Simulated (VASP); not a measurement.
# Lattice of KCl (Sylvite) across functionals and dispersion corrections, part 2 of 2

Which functional gives the lattice of KCl (Sylvite) as experiment finds it, and is a dearer one worth its cost? LASPH is on for some levels and off for others; the table marks which. The start is a cell from a database of measured crystal structures.

VASP 6.6.1, plane waves and PAW; the level of theory is named at each step.

So far. Step 2 (Relaxation with PBE): It ends with forces that vanish by symmetry and a pressure of 0.01 GPa. The volume lies +4.5 % from that of the database's start. The conventional cell has a = 6.380 Å.

## (3) Relaxation with LDA

This step: LDA; plane waves and PAW (K_sv, Cl) (VASP 6.6.1).

LDA, the lowest rung, knows the local density alone.

Input file INCAR:

```
SYSTEM = KCl
PREC = Accurate
ENCUT = 520
EDIFF = 1E-06
NELM = 100
ISMEAR = -1
SIGMA = 0.05
LREAL = .FALSE.
ALGO = Normal
GGA = CA
NBANDS = 14
LORBIT = 11
LWAVE = .FALSE.
LCHARG = .FALSE.
KPAR = 2
IBRION = 2
NSW = 60
ISIF = 3
EDIFFG = -0.01
```

Input file POSCAR:

```
KCl
1.0
    0.0000000000      3.1439500000      3.1439500000
    3.1439500000      0.0000000000      3.1439500000
    3.1439500000      3.1439500000      0.0000000000
K Cl
1 1
Direct
    0.0000000000      0.0000000000      0.0000000000
    0.5000000000      0.5000000000      0.5000000000
```

Input file KPOINTS:

```
Automatic mesh
0
Gamma
5 5 5
0 0 0
```

Potentials, in the order of the species: K_sv and Cl (PBE family, release 64).

Launch:

```
$ mpirun -np 2 vasp_std
```

The log of the run:

```text
[banner, memory and clock lines left out]
running    2 mpi-ranks, on    1 nodes
 distrk:  each k-point on    1 cores,    2 groups
 distr:  one band on    1 cores,    1 groups

 POSCAR found type information on POSCAR K Cl
 POSCAR found :  2 types and       2 ions
|                                                                             |
|               ----> ADVICE to this user running VASP <----                  |
|                                                                             |
|     You enforced a specific xc type in the INCAR file but a different       |
|     [... a line on the potential file left out ...]
|     I HOPE YOU KNOW WHAT YOU ARE DOING!                                     |
|                                                                             |

 LDA part: xc-table for (Slater(with rela. corr.)+CA(PZ))
 , standard interpolation
 POSCAR, INCAR and KPOINTS ok, starting setup
 FFT: planning ... GRIDC
 FFT: planning ... GRID_SOFT
 FFT: planning ... GRID
 WAVECAR not read
 entering main loop
       N       E                     dE             d eps       ncg     rms          rms(c)
DAV:   1     0.107361243347E+03    0.10736E+03   -0.70508E+03   280   0.101E+03
DAV:   2    -0.417638456968E+00   -0.10778E+03   -0.97482E+02   370   0.256E+02
DAV:   3    -0.748642733885E+01   -0.70688E+01   -0.70134E+01   352   0.578E+01
DAV:   4    -0.771887283579E+01   -0.23245E+00   -0.23232E+00   450   0.103E+01
DAV:   5    -0.772019391554E+01   -0.13211E-02   -0.13211E-02   352   0.812E-01    0.357E+00
DAV:   6    -0.747143945887E+01    0.24875E+00   -0.38415E-01   328   0.350E+00    0.293E+00
DAV:   7    -0.744707437538E+01    0.24365E-01   -0.67485E-02   394   0.163E+00    0.171E+00
DAV:   8    -0.744716128981E+01   -0.86914E-04   -0.12244E-02   362   0.818E-01    0.182E-01
DAV:   9    -0.744728156335E+01   -0.12027E-03   -0.82220E-04   396   0.168E-01    0.684E-02
DAV:  10    -0.744737169792E+01   -0.90135E-04   -0.81003E-05   332   0.840E-02    0.144E-02
DAV:  11    -0.744737498216E+01   -0.32842E-05   -0.78420E-06   396   0.271E-02    0.996E-03
DAV:  12    -0.744737535094E+01   -0.36878E-06   -0.14964E-06   272   0.869E-03
   1 F= -.74473754E+01 E0= -.74473754E+01  d E =-.744738E+01
 curvature:   0.00 expect dE= 0.000E+00 dE for cont linesearch  0.000E+00
 trial: gam= 0.00000 g(F)=  0.115E-59 g(S)=  0.384E-01 ort = 0.000E+00 (trialstep = 0.100E+01)
 search vector abs. value=  0.384E-01
 bond charge predicted
       N       E                     dE             d eps       ncg     rms          rms(c)
DAV:   1    -0.779003263626E+01   -0.34266E+00   -0.64545E+00   376   0.227E+01    0.353E+00
DAV:   2    -0.752532888368E+01    0.26470E+00   -0.62417E-01   316   0.652E+00    0.129E+00
DAV:   3    -0.747495583375E+01    0.50373E-01   -0.15924E-01   488   0.306E+00    0.103E+00
DAV:   4    -0.747563197496E+01   -0.67614E-03   -0.68850E-03   482   0.429E-01    0.580E-01
DAV:   5    -0.747650245521E+01   -0.87048E-03   -0.37275E-03   478   0.231E-01    0.105E-01
DAV:   6    -0.747655669390E+01   -0.54239E-04   -0.95753E-05   322   0.949E-02    0.299E-02
DAV:   7    -0.747657289843E+01   -0.16205E-04   -0.75933E-06   476   0.230E-02    0.108E-02
DAV:   8    -0.747657208781E+01    0.81062E-06   -0.45071E-06   426   0.126E-02
   2 F= -.74765721E+01 E0= -.74765721E+01  d E =-.291967E-01
[...]
3 F= -.74846764E+01 E0= -.74846764E+01  d E =-.373010E-01
 curvature:  -0.93 expect dE=-0.109E-03 dE for cont linesearch -0.109E-03
 ZBRENT: extrapolating
 opt :   1.8266  next Energy=    -7.484776 (dE=-0.374E-01)
 bond charge predicted
       N       E                     dE             d eps       ncg     rms          rms(c)
DAV:   1    -0.748753898508E+01   -0.28626E-02   -0.57405E-02   370   0.216E+00    0.355E-01
DAV:   2    -0.748523827863E+01    0.23007E-02   -0.55435E-03   328   0.618E-01    0.125E-01
DAV:   3    -0.748477113549E+01    0.46714E-03   -0.13665E-03   510   0.287E-01    0.114E-01
DAV:   4    -0.748477723949E+01   -0.61040E-05   -0.60338E-05   518   0.411E-02    0.555E-02
DAV:   5    -0.748478379967E+01   -0.65602E-05   -0.46887E-05   472   0.309E-02    0.719E-03
DAV:   6    -0.748478338446E+01    0.41521E-06   -0.94906E-07   236   0.933E-03
   4 F= -.74847834E+01 E0= -.74847834E+01  d E =-.374080E-01
 curvature:  -0.84 expect dE=-0.800E-06 dE for cont linesearch -0.800E-06
 trial: gam= 0.00000 g(F)=  0.395E-59 g(S)=  0.951E-06 ort =-0.191E-03 (trialstep = 0.117E+01)
 search vector abs. value=  0.951E-06
 reached required accuracy - stopping structural energy minimisation
```

Run time: 16 s. Hardware: 2 MPI ranks of AMD EPYC 7R43, shared host; peak memory 0.29 GiB.

From OUTCAR (step 3):

```text
The static configuration has the point symmetry O_h .

 Found     10 irreducible k-points:

   NELECT =      16.0000    total number of electrons

 E-fermi :  -0.5763

 k-point     1 :       0.0000    0.0000    0.0000
  band No.  band energies     occupation
    ...
      4     -11.9717      2.00000
      5     -11.9717      2.00000
      6      -1.6658      2.00000
      7      -1.6658      2.00000
      8      -1.6658      2.00000
      9       3.4280      0.00000
     10       6.4457      0.00000
     11       6.4457      0.00000
     12       6.4457      0.00000
     13       7.4485      0.00000
    ...

 k-point     2 :       0.2000    0.0000    0.0000
  band No.  band energies     occupation
    ...
      4     -11.9763      2.00000
      5     -11.8537      2.00000
      6      -2.2085      2.00000
      7      -1.8278      2.00000
      8      -1.8278      2.00000
      9       4.4038      0.00000
     10       6.2502      0.00000
     11       6.9973      0.00000
     12       6.9973      0.00000
     13       8.0802      0.00000
    ...

  Total        0.0036245      0.0036245      0.0036245     -0.0000000      0.0000000      0.0000000
  in kB        0.1030354      0.1030354      0.1030354     -0.0000000      0.0000000      0.0000000
  external PRESSURE =       0.1030354 kB  Pullay stress =       0.0000000 kB

  energy-cutoff  :      520.00
  volume of cell :       56.36
      direct lattice vectors                 reciprocal lattice vectors
     0.000000000  3.043080151  3.043080151    -0.164307207  0.164307207  0.164307207
     3.043080151  0.000000000  3.043080151     0.164307207 -0.164307207  0.164307207
     3.043080151  3.043080151 -0.000000000     0.164307207  0.164307207 -0.164307207

 POSITION                                       TOTAL-FORCE (eV/Angst)
 -----------------------------------------------------------------------------------
      6.08616      3.04308      3.04308        -0.000000     -0.000000     -0.000000
      3.04308      3.04308      3.04308         0.000000      0.000000      0.000000
 -----------------------------------------------------------------------------------
    total drift:                                0.000000      0.000000      0.000000

  FREE ENERGIE OF THE ION-ELECTRON SYSTEM (eV)
  ---------------------------------------------------
  free  energy   TOTEN  =        -7.4847833845 eV

  energy  without entropy=       -7.4847833844  energy(sigma->0) =       -7.48478338

 total charge
# of ion       s       p       d       tot
------------------------------------------
    1        1.956   5.524   0.035   7.515
    2        1.573   3.522   0.000   5.095
--------------------------------------------------
tot          3.529   9.046   0.035  12.610

[... 8 parts as in an earlier step ...]

[... 5 further parts left out ...]
```

CONTCAR:

```
KCl
   1.00000000000000
     0.0000000000000000    3.0430801510789807    3.0430801510789807
     3.0430801510789807    0.0000000000000000    3.0430801510789807
     3.0430801510789807    3.0430801510789807   -0.0000000000000000
  K               Cl
     1     1
Direct
     0.0000000000000000    1.0000000000000000    1.0000000000000000
     0.5000000000000000    0.5000000000000000    0.5000000000000000
```

The PAW data sets were made with PBE, though LDA sets exist; this is a small mismatch. After so large a change of volume the plane waves of the start cell no longer fit, so the final stress carries a basis-set error.

The steps of the relaxation:

```tsv
step	energy less that of the first step (eV)	largest force (eV/Å)	pressure (GPa)	volume (Å³)
1	0.0000	0.0000	-1.88	62.15
2	-0.0292	0.0000	-0.97	58.93
3	-0.0373	0.0000	-0.11	56.65
4	-0.0374	0.0000	0.01	56.36
```

```tsv
conventional cell, symmetrised	before	after	change
a (Å)	6.288	6.086	-3.2 %
b (Å)	6.288	6.086	-3.2 %
c (Å)	6.288	6.086	-3.2 %
volume (Å³/atom)	31.08	28.18	-9.3 %
```

The relaxed structure:

```cif
data_structure
_symmetry_space_group_name_H-M 'P 1'
_symmetry_Int_Tables_number 1
_cell_length_a 4.3036
_cell_length_b 4.3036
_cell_length_c 4.3036
_cell_angle_alpha 60.000
_cell_angle_beta 60.000
_cell_angle_gamma 60.000
_cell_volume 56.36
loop_
_atom_site_label
_atom_site_type_symbol
_atom_site_fract_x
_atom_site_fract_y
_atom_site_fract_z
_atom_site_occupancy
K1 K 0.00000 0.00000 0.00000 1
Cl2 Cl 0.50000 0.50000 0.50000 1
```

Numbers from this step:

```yaml
free_energy_toten: -7.485 eV
fermi_energy: -0.5763 eV
pressure: 0.01030 GPa
scf_cycles_over_all_ionic_steps: 35
gap_on_the_k_mesh: 5.094 eV
least_direct_gap_on_the_k_mesh: 5.094 eV
```

It ends at 28.18 Å³/atom, -9.3 % from the start, with 0.01 GPa left. The conventional cell has a = 6.086 Å.

## (4) Relaxation with r2SCAN

This step: r2SCAN; plane waves and PAW (K_sv, Cl) (VASP 6.6.1).

r2SCAN adds the kinetic-energy density, costs more than a GGA and is run with LASPH.

Edit INCAR of step 3 so:

```diff
@@ -9,3 +9,4 @@
 ALGO = Normal
-GGA = CA
+METAGGA = R2SCAN
+LASPH = .TRUE.
 NBANDS = 14
```

POSCAR is that of step 3.

KPOINTS is that of step 3.

Launch:

```
$ mpirun -np 2 vasp_std
```

The log of the run:

```text
[banner, memory and clock lines left out]
running    2 mpi-ranks, on    1 nodes
[...]
[... a notice as in an earlier step ...]

 LDA part: xc-table for (None), standard interpolation
 POSCAR, INCAR and KPOINTS ok, starting setup
[...]
entering main loop
       N       E                     dE             d eps       ncg     rms          rms(c)
DAV:   1     0.973557308989E+02    0.97356E+02   -0.72137E+03   280   0.104E+03
DAV:   2    -0.131889850582E+02   -0.11054E+03   -0.99752E+02   370   0.270E+02
DAV:   3    -0.204372029076E+02   -0.72482E+01   -0.71958E+01   360   0.596E+01
DAV:   4    -0.206938631265E+02   -0.25666E+00   -0.25641E+00   442   0.110E+01
[...]
DAV:  10    -0.165063591378E+02   -0.43937E-03   -0.53024E-04   390   0.161E-01    0.451E-02
DAV:  11    -0.165064651135E+02   -0.10598E-03   -0.17231E-04   304   0.129E-01    0.521E-03
DAV:  12    -0.165064656661E+02   -0.55262E-06   -0.65854E-06   370   0.210E-02
   1 F= -.16506466E+02 E0= -.16506466E+02  d E =-.165065E+02
[...]
reached required accuracy - stopping structural energy minimisation
```

It took 28 s on 2 MPI ranks; peak memory 0.35 GiB.

OUTCAR, selected parts (step 4):

```text
  Total        0.0070572      0.0070572      0.0070572      0.0000000      0.0000000     -0.0000000
  in kB        0.1819228      0.1819228      0.1819228      0.0000000      0.0000000     -0.0000000
  external PRESSURE =       0.1819228 kB  Pullay stress =       0.0000000 kB

 POSITION                                       TOTAL-FORCE (eV/Angst)
 -----------------------------------------------------------------------------------
      0.00000      0.00000      0.00000         0.000000     -0.000000      0.000000
      3.14395      3.14395      3.14395        -0.000000      0.000000     -0.000000
 -----------------------------------------------------------------------------------
    total drift:                                0.000000      0.000000      0.000000

  FREE ENERGIE OF THE ION-ELECTRON SYSTEM (eV)
  ---------------------------------------------------
  free  energy   TOTEN  =       -16.5064656661 eV

  energy  without entropy=      -16.5064656661  energy(sigma->0) =      -16.50646567

[... 2 parts as in an earlier step ...]

[... 2 further parts left out ...]
[key lines of the parts left out:]
E-fermi :  -1.1509
```

The PAW data sets were made with PBE, which is usual practice but a small mismatch for other functionals.

Little changed from the start: no atom moved by 0.005 Å and no cell edge by 0.1 %.

It ends at 31.08 Å³/atom, under 0.05 % from the start, with 0.02 GPa left. The conventional cell has a = 6.288 Å.

## (5) Relaxation with PBE + D3(BJ)

This step: PBE with D3(BJ); plane waves and PAW (K_sv, Cl) (VASP 6.6.1).

A dispersion term adds the long-range attraction that semilocal functionals lack. D3 with Becke-Johnson damping keeps a finite attraction at short range.

Edit INCAR of step 4 so:

```diff
@@ -9,4 +9,4 @@
 ALGO = Normal
-METAGGA = R2SCAN
-LASPH = .TRUE.
+GGA = PE
+IVDW = 12
 NBANDS = 14
```

POSCAR is that of step 4.

KPOINTS is that of step 4.

Launch:

```
$ mpirun -np 2 vasp_std
```

The log of the run:

```text
[... set-up lines as in an earlier step ...]
 entering main loop
       N       E                     dE             d eps       ncg     rms          rms(c)
[... 13 cycles as in an earlier step ...]
   1 F= -.71919769E+01 E0= -.71919769E+01  d E =-.719198E+01
[...]
N       E                     dE             d eps       ncg     rms          rms(c)
DAV:   1    -0.680408009143E+01   -0.99977E-03   -0.59193E-02   334   0.216E+00    0.345E-01
DAV:   2    -0.680179279533E+01    0.22873E-02   -0.53242E-03   360   0.590E-01    0.128E-01
DAV:   3    -0.680129902737E+01    0.49377E-03   -0.14644E-03   512   0.286E-01    0.947E-02
DAV:   4    -0.680131496693E+01   -0.15940E-04   -0.45207E-05   526   0.383E-02    0.477E-02
DAV:   5    -0.680133210945E+01   -0.17143E-04   -0.48603E-05   514   0.327E-02    0.779E-03
DAV:   6    -0.680133111321E+01    0.99625E-06   -0.12702E-06   280   0.109E-02
   2 F= -.71922400E+01 E0= -.71922400E+01  d E =-.263086E-03
 trial-energy change:   -0.000263  1 .order   -0.000258   -0.000363   -0.000152
 step:   1.5767(harm=  1.7196)  dis= 0.00000  next Energy=    -7.192285 (dE=-0.308E-03)
[...]
N       E                     dE             d eps       ncg     rms          rms(c)
DAV:   1    -0.680112125716E+01    0.21085E-03   -0.19753E-02   346   0.125E+00    0.197E-01
DAV:   2    -0.680037275685E+01    0.74850E-03   -0.17791E-03   354   0.341E-01    0.720E-02
DAV:   3    -0.680021334721E+01    0.15941E-03   -0.47926E-04   518   0.164E-01    0.545E-02
DAV:   4    -0.680022115420E+01   -0.78070E-05   -0.14927E-05   538   0.220E-02    0.277E-02
DAV:   5    -0.680022943665E+01   -0.82825E-05   -0.16488E-05   508   0.192E-02    0.450E-03
DAV:   6    -0.680022904645E+01    0.39020E-06   -0.39126E-07   200   0.635E-03
   3 F= -.71923055E+01 E0= -.71923055E+01  d E =-.328547E-03
[...]
reached required accuracy - stopping structural energy minimisation
```

Wall time 14 s (2 MPI ranks); peak memory 0.37 GiB.

OUTCAR, selected parts (step 5):

```text
 Edisp (eV)   -0.39091

 Edisp (eV)   -0.39208

  Total      -0.00919    -0.00919    -0.00919    -0.00000     0.00000    -0.00000
  in kB      -0.23883    -0.23883    -0.23883    -0.00000     0.00000    -0.00000
  external pressure =       -0.24 kB  Pullay stress =        0.00 kB

 POSITION                                       TOTAL-FORCE (eV/Angst)
 -----------------------------------------------------------------------------------
      0.00000      0.00000      0.00000        -0.000000      0.000000      0.000000
      3.13548      3.13548      3.13548         0.000000     -0.000000     -0.000000
 -----------------------------------------------------------------------------------
    total drift:                                0.000000      0.000000      0.000000

  FREE ENERGIE OF THE ION-ELECTRON SYSTEM (eV)
  ---------------------------------------------------
  free  energy   TOTEN  =        -7.1923054728 eV

  energy  without entropy=       -7.1923054727  energy(sigma->0) =       -7.19230547

[... 2 parts as in an earlier step ...]

[... 2 further parts left out ...]
[key lines of the parts left out:]
E-fermi :  -0.7484
```

Step by step:

```tsv
step	energy less that of the first step (eV)	largest force (eV/Å)	pressure (GPa)	volume (Å³)
1	0.0000	0.0000	-0.18	62.15
2	-0.0003	0.0000	-0.08	61.83
3	-0.0003	0.0000	-0.02	61.65
```

```tsv
conventional cell, symmetrised	before	after	change
a (Å)	6.288	6.271	-0.3 %
b (Å)	6.288	6.271	-0.3 %
c (Å)	6.288	6.271	-0.3 %
volume (Å³/atom)	31.08	30.83	-0.8 %
```

Final coordinates:

```xyz
2
Lattice="0.0000 3.1355 3.1355 3.1355 0.0000 3.1355 3.1355 3.1355 0.0000" Properties=species:S:1:pos:R:3 pbc="T T T"
K     0.0000    0.0000    0.0000
Cl    3.1355    3.1355    3.1355
```

It ends at 30.83 Å³/atom, -0.8 % from the start, with -0.02 GPa left. The conventional cell has a = 6.271 Å. Against plain PBE, the dispersion term moves a by -1.7 %.

## (6) The cells as a table

This step: relaxed cells at several levels; plane waves and PAW (VASP 6.6.1).

This step runs nothing: it gathers the runs above.

Lengths are those of the conventional cell; cost is the wall time of each run, as given at its step, times its ranks, without the set-up around it; LASPH differs between rows, which moves results and costs too. Results by level, by row:

```tsv
level	volume (Å³/atom)	change from the start (%)	a (Å)	cost (core minutes)	LASPH
PBE	32.47	4.5	6.38	0.647	off
LDA	28.18	-9.3	6.086	0.533	off
r2SCAN	31.08	0	6.288	0.933	on
PBE + D3(BJ)	30.83	-0.8	6.271	0.48	off
```

## (7) Summary of results

```
volume, PBE          : 32.47 Å³/atom
volume, LDA          : 28.18 Å³/atom
volume, r2SCAN       : 31.08 Å³/atom
volume, PBE + D3(BJ) : 30.83 Å³/atom
```

In words: For KCl (Sylvite) the levels give volumes between 28.18 Å³/atom (LDA) and 32.47 Å³/atom (PBE), a spread of 15.2 %, while the cost of the finished runs spans a factor of 1.9. Against the volume of the start, a cell from experiment, r2SCAN comes nearest (under 0.05 %) and LDA lies farthest (-9.3 %); thermal expansion is in that cell alone. Within 2 % of it: r2SCAN and PBE + D3(BJ). The costs hold the number of ionic steps as well as the price of the functional. Adding D3(BJ) to PBE changes the volume by -5.1 % (a by -1.7 %). Within 0.02 Å all end in space group Fm-3m; the runs can't lower the symmetry of the start. LASPH is on for some levels and off for others, so differences between them are not the functional's alone. Each is a single relaxation on the plane waves of the start cell, so larger changes of volume carry a basis-set error that was not tested here. Zero-point and thermal expansion are not included.

[Lines on the potential files, build, host, timing and source positions are cut from VASP's logs without a mark.]

[Logs are printed without paths, hosts, clocks, repeated set-up lines and the standing remarks that a program may print on its own settings, such as how far it seeks lower states.]

[Hosts, paths, dates, database ids (printed as entryN), source tags and the programs' standing remarks are cut or masked in the printed files.]

[A measured line is paired with the nearest computed mode of its activity, which favours agreement.]
